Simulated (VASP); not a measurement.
# Ta (R-3m) in VASP: further runs, part 2 of 2

VASP 6.6.1. Earlier steps stand in the parts before.

## Step 4: Relaxation of cell and atoms, r2SCAN

This run uses another cell than the first one: it holds 2 atoms, not 12.

Contents of POSCAR:

```
Ta
1.0
    0.0000000000      2.3745644730      5.0053899796
    1.5764343693      0.0000000000      5.0053899796
    1.5764343693      2.3745644730      0.0000000000
Ta
2
Direct
    0.1352466606      0.1352466606      0.8647533394
    0.8647533394      0.8647533394      0.1352466606
```

Contents of INCAR.step1:

```
  ALGO = Normal
  EDIFF = 1E-4
  ENCUT = 600
  GGA = PE
  ISMEAR = 0
  LASPH = T
  LCHARG = F
  LREAL = F
  LWAVE = T
  NELM = 100
  PREC = Accurate
  SIGMA = 0.1
```

Contents of INCAR.step2:

```
  ALGO = Normal
  EDIFF = 1E-7
  EDIFFG = -0.04
  ENCUT = 600
  IBRION = 2
  ISIF = 3
  ISMEAR = 0
  ISTART = 1
  LASPH = T
  LCHARG = F
  LMIXTAU = T
  LREAL = F
  LWAVE = F
  METAGGA = R2SCAN
  NELM = 100
  NSW = 90
  PREC = Accurate
  SIGMA = 0.1
```

Contents of KPOINTS:

```
k-points
0
Gamma
  6 6 6
```

The run is started by

```
> cat potpaw_PBE.64/Ta_pv/POTCAR > POTCAR
> cp INCAR.step1 INCAR
> mpirun -np 1 vasp_std > vasp.out
> cp INCAR.step2 INCAR
> mpirun -np 1 vasp_std > vasp.out
```

Run time: 15 min. Hardware: 1 thread of Intel Xeon Platinum 8559C (Emerald Rapids), shared host; peak memory 0.24 GiB.

It converged, with:

```
Free energy                            : -96.3681 eV
Relaxed volume                         : 18.89 Å³/atom
Relaxed cell                           : a = 5.697 Å, b = 5.364 Å, c = 2.866 Å, α = 81.54°, β = 68.62°, γ = 29.84°
Space group after relaxing (to 0.05 Å) : Fmmm (No. 69)
Energy gained by relaxing              : 17.0 meV/atom
Ionic steps                            : 10
Pressure after relaxing                : 0.1 GPa
Largest force after relaxing           : 0.038 eV/Å
Band gap on the k mesh                 : none (metal or under the smearing width)
```

Forces on the atoms (eV/Å):
```
Ta   0.000  0.000  0.038
Ta   0.000  0.000 -0.038
```

Stress tensor (GPa, compression positive):
```
 0.01  0.00  0.00
 0.00 -0.15  0.00
 0.00  0.00  0.31
```

Step by step:
```csv
step,energy change (eV),largest force (eV/Å),pressure (GPa),volume (Å³)
1,0.0000,0.1644,1.24,37.47
2,-0.0120,0.1485,-2.00,38.26
3,-0.0121,0.1235,-1.70,38.18
4,-0.0209,0.3809,0.27,37.84
5,-0.0211,0.4576,0.87,37.74
6,-0.0279,0.3775,0.66,37.75
7,-0.0297,0.2714,0.62,37.75
8,-0.0329,0.0810,-0.57,37.93
9,-0.0330,0.0323,-0.87,37.98
10,-0.0340,0.0379,0.06,37.77
```

Final structure:
```yaml
crystal:
  lattice:
    - [0.00000, 2.43989, 5.14852]
    - [1.50352, 0.00000, 5.14852]
    - [1.50352, 2.43989, 0.00000]
  atoms:
    - { symbol: Ta, position: [0.13348, 0.13348, 0.86652] }
    - { symbol: Ta, position: [0.86652, 0.86652, 0.13348] }
```

Levels at points of the mesh, in eV from the Fermi level:
```
           k point  band 8  band 9  band 10  band 11  band 12  band 13  band 14  band 15
(0.00, 0.00, 0.00)   -4.76   -1.89    -0.09     0.02     0.52     1.58     2.15     3.14
(0.50, 0.00, 0.00)   -4.09   -2.75    -2.21     0.17     1.22     2.48     4.55     4.70
(0.50, 0.50, 0.00)   -6.47   -2.52    -0.39     0.10     1.03     1.77     1.84     2.09
(0.50, 0.00, 0.50)   -4.36   -3.41    -0.41     0.53     1.51     2.84     3.24     6.55
(0.00, 0.50, 0.50)   -3.46   -2.81    -2.37    -0.02     0.06     2.97     5.31     5.94
```

Caveat: the k mesh is coarse (spacing up to 0.41 Å⁻¹), so the values aren't converged; the PAW data sets were made with another functional, which shifts forces and pressure a little. The run has no spin-orbit coupling, so splittings on Ta are missing.

## Step 5: Single point, r2SCAN

This run uses another cell than the first one: it holds 4 atoms, not 12.

Contents of POSCAR:

```
Ta
1.0
    2.2557423058     -3.8230648856      0.0000000000
    2.2557423058      3.8230648856      0.0000000000
    0.0000000000      0.0000000000      4.5174856554
Ta
4
Direct
    0.1525000000      0.8475000000      0.0785000000
    0.6525000000      0.3475000000      0.4215000000
    0.8475000000      0.1525000000      0.9215000000
    0.3475000000      0.6525000000      0.5785000000
```

Contents of INCAR.step1:

```
PREC = Accurate
ENCUT = 520
ISMEAR = 0
SIGMA = 0.1
LREAL = F
LASPH = T
NELM = 100
NBANDS = 30
GGA = PE
ALGO = Normal
EDIFF = 1E-4
LWAVE = T
LCHARG = F
```

Contents of INCAR.step2:

```
PREC = Accurate
ENCUT = 520
EDIFF = 1E-7
ISMEAR = 0
SIGMA = 0.1
LREAL = F
LASPH = T
NELM = 100
ALGO = Normal
ISIF = 2
LWAVE = F
LCHARG = F
METAGGA = R2SCAN
LMIXTAU = T
NBANDS = 30
ISTART = 1
```

Contents of KPOINTS:

```
Automatic mesh
0
Gamma
  6 6 4
```

The run is started by

```
> cat potpaw_PBE.64/Ta_pv/POTCAR > POTCAR
> cp INCAR.step1 INCAR
> mpirun -np 1 vasp_std > vasp.out
> cp INCAR.step2 INCAR
> mpirun -np 1 vasp_std > vasp.out
```

It took 3.1 min on 1 thread of Intel Xeon Platinum 8559C (Emerald Rapids), shared host; peak memory 0.25 GiB.

The run converged. Its results:

```
Free energy            : -187.9746 eV
Pressure               : 20.1 GPa
Largest force          : 2.032 eV/Å
Band gap on the k mesh : none (metal or under the smearing width)
```

Forces on the atoms (eV/Å):
```
Ta   0.000 -2.031 -0.067
Ta   0.000 -2.031  0.067
Ta   0.000  2.031  0.067
Ta   0.000  2.031 -0.067
```

Stress tensor (GPa, compression positive):
```
16.81  0.00  0.00
 0.00 35.81  0.00
 0.00  0.00  7.63
```

Levels at points of the mesh, in eV from the Fermi level:
| k point | band 19 | band 20 | band 21 | band 22 | band 23 | band 24 | band 25 | band 26 |
| --- | --- | --- | --- | --- | --- | --- | --- | --- |
| (0.00, 0.00, 0.00) | -0.74 | -0.58 | -0.41 | -0.18 | 1.17 | 1.22 | 1.49 | 1.52 |
| (0.50, 0.00, 0.00) | -1.34 | -1.34 | -1.13 | -1.13 | 0.73 | 0.73 | 1.83 | 1.83 |
| (0.50, 0.50, 0.00) | -1.96 | -1.07 | -0.22 | 0.62 | 0.63 | 1.87 | 1.95 | 2.42 |
| (0.00, 0.00, 0.50) | -1.64 | -1.64 | -0.02 | -0.02 | 1.19 | 1.19 | 1.50 | 1.50 |
| (0.50, 0.00, 0.50) | -1.06 | -1.06 | -0.40 | -0.40 | -0.02 | -0.02 | 2.66 | 2.66 |
| (0.50, 0.50, 0.50) | -1.83 | -1.83 | -0.69 | -0.69 | -0.59 | -0.59 | 2.01 | 2.01 |

Caveat: so large a pressure means that the cell lies far from this level's equilibrium, or that cutoff or potentials fall short; the potentials were made for another functional, which shifts forces and pressure. The run has no spin-orbit coupling, so splittings on Ta are missing.

## Step 6: Single point, r2SCAN

This run uses another cell than the first one: it holds 4 atoms, not 12.

Contents of POSCAR:

```
Ta
1.0
    2.3745644730     -5.0053899796      0.0000000000
    2.3745644730      5.0053899796      0.0000000000
    0.0000000000      0.0000000000      3.1528687386
Ta
4
Direct
    0.1352466606      0.8647533394     -0.0000569623
    0.6352466606      0.3647533394      0.5000569623
    0.8647533394      0.1352466606      1.0000569623
    0.3647533394      0.6352466606      0.4999430377
```

Contents of INCAR.step1:

```
SYSTEM = Ta
PREC = Accurate
ENCUT = 520
ISMEAR = 0
SIGMA = 0.1
LREAL = .False.
LASPH = .True.
NELM = 100
NBANDS = 30
GGA = PE
ALGO = Normal
EDIFF = 1E-4
LWAVE = .True.
LCHARG = .False.
```

Contents of INCAR.step2:

```
SYSTEM = Ta
PREC = Accurate
ENCUT = 520
EDIFF = 1E-6
ISMEAR = 0
SIGMA = 0.1
LREAL = .False.
LASPH = .True.
NELM = 100
ALGO = Normal
ISIF = 2
LWAVE = .False.
LCHARG = .False.
METAGGA = R2SCAN
LMIXTAU = .True.
NBANDS = 30
ISTART = 1
```

Contents of KPOINTS:

```
regular mesh
0
Gamma
  4 4 4
  0 0 0
```

Potentials or basis: VASP PAW PBE potentials, release 64 (Ta_pv).

The run is started by

```
> cat potpaw_PBE.64/Ta_pv/POTCAR > POTCAR
> cp INCAR.step1 INCAR
> mpirun -np 1 vasp_std > vasp.out
> cp INCAR.step2 INCAR
> mpirun -np 1 vasp_std > vasp.out
```

It took 1.7 min on 1 thread of Intel Xeon Platinum 8559C (Emerald Rapids), shared host; peak memory 0.21 GiB.

Results (log left out):

```
Free energy            : -192.7036 eV
Pressure               : 0.8 GPa
Largest force          : 0.017 eV/Å
Band gap on the k mesh : none (metal or under the smearing width)
```

Forces in eV/Å, atoms in the order of the input:
```
Ta   0.000  0.017  0.003
Ta   0.000  0.017 -0.003
Ta   0.000 -0.017 -0.003
Ta   0.000 -0.017  0.003
```

Stress tensor (GPa, compression positive):
```
0.87 0.00 0.00
0.00 1.01 0.00
0.00 0.00 0.65
```

Levels at points of the mesh, in eV from the Fermi level:
| k point | band 18 | band 19 | band 20 | band 21 | band 22 | band 23 | band 24 | band 25 | band 26 | band 27 |
| --- | --- | --- | --- | --- | --- | --- | --- | --- | --- | --- |
| (0.00, 0.00, 0.00) | -2.40 | -1.79 | -1.18 | -1.03 | -0.32 | -0.04 | 0.12 | 2.23 | 2.43 | 2.90 |
| (0.50, 0.00, 0.00) | -2.63 | -0.78 | -0.78 | 0.06 | 0.06 | 0.21 | 0.21 | 1.07 | 1.07 | 1.39 |
| (0.50, 0.50, 0.00) | -2.80 | -1.48 | -0.25 | 0.29 | 0.46 | 0.56 | 0.72 | 0.94 | 2.06 | 2.59 |
| (0.00, 0.00, 0.50) | -2.11 | -1.76 | -1.76 | -1.02 | -1.02 | 0.46 | 0.46 | 1.62 | 1.62 | 2.36 |
| (0.50, 0.00, 0.50) | -2.78 | -2.36 | -2.36 | -0.22 | -0.22 | 1.05 | 1.05 | 2.39 | 2.39 | 4.29 |
| (0.50, 0.50, 0.50) | -2.31 | -1.88 | -1.88 | -1.11 | -1.11 | 0.15 | 0.15 | 0.79 | 0.79 | 2.18 |

Caveat: the k mesh is coarse (spacing up to 0.50 Å⁻¹), so the values aren't converged; the PAW data sets were made with another functional, which shifts forces and pressure a little. The run has no spin-orbit coupling, so splittings on Ta are missing.

## Step 7: Overview

```tsv
task	cell	k mesh	cutoff (eV)	mesh quality	gap on the mesh (eV)	pressure (GPa)	largest force (eV/Å)
single point	R-3m, 19.68 Å³/atom	3 × 3 × 3	520	coarse	none	52.8	5.02
single point	Fmmm, 18.84 Å³/atom	6 × 6 × 6	520	coarse	none	0.6	-
relaxation of cell and atoms	relaxed	6 × 6 × 6	600	coarse	none	0.1	0.04
single point	Cmce, 19.48 Å³/atom	6 × 6 × 4	520	not flagged	none	20.1	2.03
single point	Fmmm, 18.74 Å³/atom	4 × 4 × 4	520	coarse	none	0.8	0.02
```

Alike in all rows: level r2SCAN; potentials or basis VASP PAW PBE potentials, release 64 (Ta_pv); no spin polarisation; smearing gaussian 0.1 eV.

Caveats: some runs use coarse meshes; the PAW data sets were made with another functional, which shifts forces and pressure a little (some runs); a pressure of tens of GPa on the cell as given is suspect, and the run, the potentials or the cell itself is likely at fault (some runs); so large a pressure means that the cell lies far from this level's equilibrium, or that cutoff or potentials fall short (some runs); the potentials were made for another functional, which shifts forces and pressure (some runs).

Total energies depend on the potentials used, so only differences within one code and one set of settings carry meaning.
